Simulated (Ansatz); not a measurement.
## Li2H: balancing the decomposition

All numbers below come from DFT PBE, scalar-relativistic, plane waves, PAW (Ansatz 0.2.0). All cells share a 420 eV cutoff and Γ-centred k meshes spaced at most about 0.3 Å⁻¹ (about 0.25 or finer for metals, 2π included). No spin polarisation.

Formation energies are uncorrected and refer to the elements' standard structures at the same level (H₂ as a molecule).

All energies are static (0 K, no zero-point motion). With hydrogen, zero-point motion can shift formation energies by some tens of meV/atom.

A trial structure of Li2H (reached from: MoP2 type (Cmc2_1); relaxed: space group Cmc2_1 (No. 36), a = 2.555 Å, b = 11.302 Å, c = 4.929 Å) has a formation energy of -0.202 eV/atom. At its composition the lowest mixture among the elements and 1 reference phase computed alike (others may be missing) consists of these:

```csv
phase,source,ΔE_f (eV/atom)
Li (solid),element,-0.004
LiH (Fm-3m),textbook type,-0.417
```

The lowest database cell of Li (-0.004) lies slightly below the reference, hence the non-zero entry.

**Question.** Write the balanced decomposition and find its energy per atom, per formula unit and per mole of formula units.

**Answer.** Balancing Li and H gives Li2H → Li + LiH. The left side holds 3 atoms, and the products take 1/3 (Li) and 2/3 (LiH) of them. The mixture therefore lies at 1/3 × (-0.004) + 2/3 × (-0.417) = -0.279 eV/atom. The reaction energy is -0.279 − (-0.202) = -0.077 eV/atom. Times 3 atoms that is -0.231 eV per Li2H, and times 96.485 it is -22 kJ per mole of Li2H. Decomposition is downhill, so the trial structure is unstable against this mixture.
